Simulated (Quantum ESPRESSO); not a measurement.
# CuCl2 (I4/mmm) in Quantum ESPRESSO: relaxation of cell and atoms with PBEsol

Aim: the relaxation of cell and atoms of CuCl2 with PBEsol.

Program: Quantum ESPRESSO 7.5. These are calculated values, not measurements. Logs are shortened: lines on timing, memory, paths and dates and some standing lists are left out, and cuts for length are marked.

## 1. Starting point

Symmetry: I4/mmm, No. 139, tetragonal system. Conventional cell: a = 4.510 Å, b = 4.510 Å, c = 13.720 Å, α = 90.00°, β = 90.00°, γ = 90.00°. Cu (site symmetry 4/mmm) is surrounded by 4 Cl at 2.25 Å. Cl (site symmetry mmm) is surrounded by 2 Cu at 2.25 Å.

Measurements of this composition are mostly on another form, of space group No. 12.

## 2. Relaxation of cell and atoms, PBEsol

File run.py:

```python
import numpy as np
from ase.calculators.espresso import Espresso, EspressoProfile
from ase.io import read

atoms = read('CuCl2.cif')

input_data = {
    'control': {'calculation': 'scf', 'prefix': 'pwscf', 'outdir': './tmp', 'tprnfor': True, 'tstress': True, 'disk_io': 'low'},
    'system': {'ecutwfc': 56.0, 'ecutrho': 448.0, 'nbnd': 24, 'occupations': 'smearing', 'smearing': 'fd', 'degauss': 0.00367493},
    'electrons': {'conv_thr': 6e-10, 'electron_maxstep': 120, 'mixing_beta': 0.5},
}
pseudopotentials = {'Cl': 'cl_pbesol_v1.4.uspp.F.UPF', 'Cu': 'cu_pbesol_v1.2.uspp.F.UPF'}
profile = EspressoProfile(command='mpirun -n 2 pw.x -nk 2', pseudo_dir='pseudo')
dft = Espresso(profile=profile, input_data=input_data, pseudopotentials=pseudopotentials, kpts=(4, 4, 4), koffset=(0, 0, 0))
atoms.calc = dft

from ase.optimize import FIRE
from ase.filters import FrechetCellFilter
done = FIRE(FrechetCellFilter(atoms), trajectory='opt.traj').run(fmax=0.02, steps=30)
print('converged', done)
print('cell (A)', np.round(atoms.cell.cellpar(), 5))
print(f'energy {atoms.get_potential_energy():.8f} eV')
print('forces (eV/A)')
print(np.round(atoms.get_forces(), 6))
print('stress (eV/A^3, Voigt)')
print(np.round(atoms.get_stress(), 8))
print(f'Fermi level {dft.get_fermi_level():.4f} eV')
```

File CuCl2.cif:

```cif
data_CuCl2
_cell_length_a 7.56485607
_cell_length_b 7.56485607
_cell_length_c 7.56485607
_cell_angle_alpha 145.31652336
_cell_angle_beta 145.31652336
_cell_angle_gamma 49.86308249
_space_group_name_H-M_alt 'P1'
_space_group_name_Hall 'P 1'
_space_group_IT_number 1
loop_
_space_group_symop_operation_xyz
'x,y,z'
loop_
_atom_site_label
_atom_site_type_symbol
_atom_site_symmetry_multiplicity
_atom_site_Wyckoff_symbol
_atom_site_fract_x
_atom_site_fract_y
_atom_site_fract_z
_atom_site_occupancy
Cu1 Cu 1 a 0.0000000000 0.0000000000 0.0000000000 1
Cl1 Cl 1 a 0.0000000000 0.5000000000 0.5000000000 1
Cl2 Cl 1 a 0.5000000000 0.0000000000 0.5000000000 1
```

Potentials or basis: GBRV 1.5 PBEsol.

Run with:

```console
$ OMP_NUM_THREADS=1 python run.py
```

The log of the run:

```text
Step          Energy          fmax
FIRE:    0    -6394.406534        0.422160
FIRE:    1    -6394.409798        0.386760
FIRE:    2    -6394.415072        0.300750
FIRE:    3    -6394.420235        0.194350
FIRE:    4    -6394.423179        0.058556
FIRE:    5    -6394.422384        0.086511
FIRE:    6    -6394.422426        0.086605
FIRE:    7    -6394.422519        0.080891
FIRE:    8    -6394.422647        0.072335
FIRE:    9    -6394.422775        0.062374
FIRE:   10    -6394.422922        0.051581
FIRE:   11    -6394.423065        0.041937
FIRE:   12    -6394.423152        0.028226
FIRE:   13    -6394.423247        0.016865
converged True
cell (A) [  7.53601   7.53601   7.53601 145.69383 145.69383  49.30176]
energy -6394.42324678 eV
forces (eV/A)
[[ 0.  0. -0.]
 [ 0.  0.  0.]
 [ 0.  0. -0.]]
stress (eV/A^3, Voigt)
[ 0.0002782  -0.00014323 -0.00025892 -0.         -0.          0.00024974]
Fermi level -1.3429 eV
```

espresso.pwi:

```text
&CONTROL
   calculation      = 'scf'
   tstress          = .true.
   tprnfor          = .true.
   outdir           = './tmp'
   prefix           = 'pwscf'
   disk_io          = 'low'
   pseudo_dir       = 'pseudo'
/
&SYSTEM
   nbnd             = 24
   ecutwfc          = 56.0
   ecutrho          = 448.0
   occupations      = 'smearing'
   degauss          = 0.00367493
   smearing         = 'fd'
   ntyp             = 2
   nat              = 3
   ibrav            = 0
/
&ELECTRONS
   electron_maxstep = 120
   conv_thr         = 6e-10
   mixing_beta      = 0.5
/
&IONS
/
&CELL
/
&FCP
/
&RISM
/
ATOMIC_SPECIES
Cu 63.546 cu_pbesol_v1.2.uspp.F.UPF
Cl 35.45 cl_pbesol_v1.4.uspp.F.UPF

K_POINTS automatic
4 4 4  0 0 0

CELL_PARAMETERS angstrom
7.53592053833973 0.03691491320533 -0.00000000000000
4.88599934084267 5.73746367890382 -0.00000000000000
-6.21095993927977 -2.88718929590981 3.14317863243354

ATOMIC_POSITIONS angstrom
Cu 0.0000000000 0.0000000000 0.0000000000  
Cl -0.6624802992 1.4251371915 1.5715893162  
Cl 0.6624802995 -1.4251371914 1.5715893162
```

espresso.pwo:

```text
This program is part of the open-source Quantum ESPRESSO suite
     for quantum simulation of materials; please cite
         "P. Giannozzi et al., J. Phys.:Condens. Matter 21 395502 (2009);
         "P. Giannozzi et al., J. Phys.:Condens. Matter 29 465901 (2017);
         "P. Giannozzi et al., J. Chem. Phys. 152 154105 (2020);
     in publications or presentations arising from this work. More details at

Warning: card &CELL ignored
Warning: card &FCP ignored
Warning: card &RISM ignored

     Message from routine setup:
     using ibrav=0 with symmetry is DISCOURAGED, use correct ibrav instead

     K-points division:     npool     =       2
     Subspace diagonalization in iterative solution of the eigenvalue problem:
     a serial algorithm will be used

     G-vector sticks info
     --------------------
     sticks:   dense  smooth     PW     G-vecs:    dense   smooth      PW
     Sum        5471    2737    899               146127    51565    9735

     Using Slab Decomposition

     bravais-lattice index     =            0
     lattice parameter (alat)  =      14.2410  a.u.
     unit-cell volume          =     913.2853 (a.u.)^3
     number of atoms/cell      =            3
     number of atomic types    =            2
     number of electrons       =        33.00
     number of Kohn-Sham states=           24
     kinetic-energy cutoff     =      56.0000  Ry
     charge density cutoff     =     448.0000  Ry
     scf convergence threshold =      6.0E-10
     mixing beta               =       0.5000
     number of iterations used =            8  plain     mixing
     Exchange-correlation= SLA  PW   PSX  PSC
                           (   1   4  10   8   0   0   0)

     celldm(1)=  14.240997  celldm(2)=   0.000000  celldm(3)=   0.000000
     celldm(4)=   0.000000  celldm(5)=   0.000000  celldm(6)=   0.000000

     crystal axes: (cart. coord. in units of alat)
               a(1) = (   0.999988   0.004898  -0.000000 )
               a(2) = (   0.648354   0.761340  -0.000000 )
               a(3) = (  -0.824171  -0.383119   0.417088 )

[... 89 lines left out ...]

     negative rho (up, down):  3.065E-02 0.000E+00
[... 103 lines left out ...]
     iteration # 13     ecut=    56.00 Ry     beta= 0.50
     Davidson diagonalization with overlap
     ethr =  4.07E-12,  avg # of iterations =  4.4

     negative rho (up, down):  2.955E-02 0.000E+00

     End of self-consistent calculation

          k = 0.0000 0.0000 0.0000 (  6375 PWs)   bands (ev):

  -113.2507 -70.9881 -70.9881 -70.4420 -16.5252 -15.2542  -5.7747  -5.7747
    -4.2282  -4.0437  -3.6139  -3.5828  -3.5828  -3.3395  -2.7417  -2.3762
    -2.3762   1.4171   4.0167   6.2549   7.1866   8.4138   8.4138   8.5900

          k = 0.0000 0.0000 0.5994 (  6484 PWs)   bands (ev):

  -113.2507 -70.9881 -70.9881 -70.4420 -16.1484 -15.4854  -6.9539  -6.0817
    -5.0229  -4.4094  -4.1256  -3.1799  -2.8892  -2.7844  -2.5611  -2.3604
    -1.3040   3.5371   4.7365   5.1317   7.3615   8.2813   8.6563   9.3228

          k = 0.0000 0.0000-1.1988 (  6462 PWs)   bands (ev):

  -113.2507 -70.9882 -70.9882 -70.4420 -15.6969 -15.6968  -8.0900  -6.3436
    -5.8663  -4.4824  -4.4798  -3.1069  -2.7268  -2.1563  -2.1526  -1.3956
     0.3158   3.3990   6.5420   6.5964   6.8008   6.8932   7.6350   8.2388

          k =-0.0016 0.3297 0.2997 (  6442 PWs)   bands (ev):
[... 43 lines left out ...]
  -113.2507 -70.9882 -70.9881 -70.4420 -15.6969 -15.6969  -8.0900  -6.3436
    -5.8663  -4.4811  -4.4811  -3.1069  -2.7268  -2.1544  -2.1544  -1.3956
     0.3158   3.3999   6.4397   6.6737   6.6737   7.1788   7.7926   7.7929

          k = 0.2494 0.1160-0.0000 (  6427 PWs)   bands (ev):

  -113.2507 -70.9881 -70.9881 -70.4420 -16.5252 -15.2542  -5.7749  -5.7749
    -4.2373  -4.0437  -3.6139  -3.5828  -3.5828  -3.3382  -2.7404  -2.3762
    -2.3762   1.4508   4.1701   5.9266   7.4294   8.5201   8.5201   8.5916

          k = 0.2543-0.8733-0.2997 (  6471 PWs)   bands (ev):
[... 67 lines left out ...]
  -113.2507 -70.9881 -70.9881 -70.4420 -16.5251 -15.2542  -5.7750  -5.7750
    -4.2462  -4.0437  -3.6139  -3.5828  -3.5828  -3.3368  -2.7391  -2.3762
    -2.3762   1.4838   4.4012   5.5401   7.8954   8.1814   8.5932   8.6469

     the Fermi energy is    -1.3429 ev

!    total energy              =    -469.98148116 Ry
     estimated scf accuracy    <          3.8E-11 Ry
     smearing contrib. (-TS)   =      -0.00141356 Ry
     internal energy E=F+TS    =    -469.98006760 Ry

     The total energy is F=E-TS. E is the sum of the following terms:
     one-electron contribution =    -642.60197080 Ry
     hartree contribution      =     324.78042965 Ry
     xc contribution           =     -57.00564175 Ry
     ewald contribution        =     -95.15288470 Ry

     convergence has been achieved in  13 iterations

     negative rho (up, down):  2.955E-02 0.000E+00

     Forces acting on atoms (cartesian axes, Ry/au):

     atom    1 type  1   force =     0.00000000    0.00000000   -0.00000000
     atom    2 type  2   force =     0.00000000    0.00000000    0.00000000
     atom    3 type  2   force =     0.00000000    0.00000000   -0.00000000

     Total force =     0.000000     Total SCF correction =     0.000000

     Computing stress (Cartesian axis) and pressure

     negative rho (up, down):  2.955E-02 0.000E+00
          total   stress  (Ry/bohr**3)                   (kbar)     P=        0.07
  -0.00000303  -0.00000272   0.00000000           -0.45       -0.40        0.00
  -0.00000272   0.00000156   0.00000000           -0.40        0.23        0.00
   0.00000000   0.00000000   0.00000282            0.00        0.00        0.42

=------------------------------------------------------------------------------=
   JOB DONE.
=------------------------------------------------------------------------------=
```

Wall time 30 min (2 MPI ranks of Arm Neoverse V1, shared host); peak memory 0.82 GiB.

Results:

```yaml
Free_energy: -6394.4238 eV
Relaxed_volume: 45.11 Å³/atom
Relaxed_cell: a = 7.536 Å, b = 7.536 Å, c = 7.536 Å, α = 145.69°, β = 145.69°, γ = 49.30°
Space_group_after_relaxing_to_0.05_Å: I4/mmm (No. 139)
Energy_gained_by_relaxing: 5.6 meV/atom
Ionic_steps: 14
Pressure_after_relaxing: 0.0 GPa
Band_gap_on_the_k_mesh: none (metal or under the smearing width)
```

Stress tensor (GPa, compression positive):
```
-0.04 -0.04  0.00
-0.04  0.02  0.00
 0.00  0.00  0.04
```

The path:
```tsv
step	energy change (eV)	largest force (eV/Å)	pressure (GPa)	volume (Å³)
1	0.0000	0.0000	-0.99	139.51
2	-0.0033	0.0000	-0.92	139.11
3	-0.0085	0.0000	-0.71	138.35
4	-0.0137	0.0000	-0.47	137.30
5	-0.0166	0.0000	-0.16	136.08
6	-0.0159	0.0000	0.19	134.80
7	-0.0159	0.0000	0.19	134.81
8	-0.0160	0.0000	0.18	134.85
9	-0.0161	0.0000	0.15	134.90
10	-0.0162	0.0000	0.13	134.97
11	-0.0164	0.0000	0.10	135.05
12	-0.0165	0.0000	0.08	135.13
13	-0.0166	0.0000	0.05	135.23
14	-0.0167	0.0000	0.01	135.33
```

Final structure:
```
Cu Cl
1.0
     7.53592    0.03691    0.00000
     4.88600    5.73746    0.00000
    -6.21096   -2.88719    3.14318
Cu Cl
1 2
Direct
  0.00000 0.00000 0.00000
  0.00000 0.50000 0.50000
  0.50000 0.00000 0.50000
```

Caveat: the k mesh is coarse (spacing up to 0.49 Å⁻¹), so the values aren't converged; an odd number of electrons without spin polarisation forces a metal; a magnetic or distorted state may lie lower; the run has no spin polarisation, though such a crystal can be magnetic; semilocal functionals often make such compounds metallic where correlation or magnetic order opens a gap, which also shifts bond lengths. With open d or f shells a metallic result of PBEsol can be an artefact of self-interaction; +U or a hybrid may open a gap.
